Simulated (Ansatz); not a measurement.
Results of PBE (Ansatz, an electronic-structure program, PAW) for zinc-blende InN (metastable phase).

Settings: plane-wave cutoff 520 eV, 24×24×24 k mesh, Fermi–Dirac smearing 0.05 eV, scalar-relativistic PAW data made under PBE.

Computed at the level's own relaxed cell.

```
InN
1.0
    0.00000     2.52437     2.52437
    2.52437     0.00000     2.52437
    2.52437     2.52437     0.00000
In N
1 1
Cartesian
  0.00000   0.00000   0.00000
  3.78655   3.78655   3.78655
```

Give the elastic tensor (Voigt notation, GPa, ions relaxed, in the Cartesian axes of the cell as printed).


```
  159.6   102.5   102.5     0.0     0.0     0.0
  102.5   159.6   102.5     0.0     0.0     0.0
  102.5   102.5   159.6     0.0     0.0     0.0
    0.0     0.0     0.0    77.9     0.0     0.0
    0.0     0.0     0.0     0.0    77.9     0.0
    0.0     0.0     0.0     0.0     0.0    77.9
```

Note: the solid has no gap at this level, which affects its response.

Static lattice: no zero-point or thermal effects.
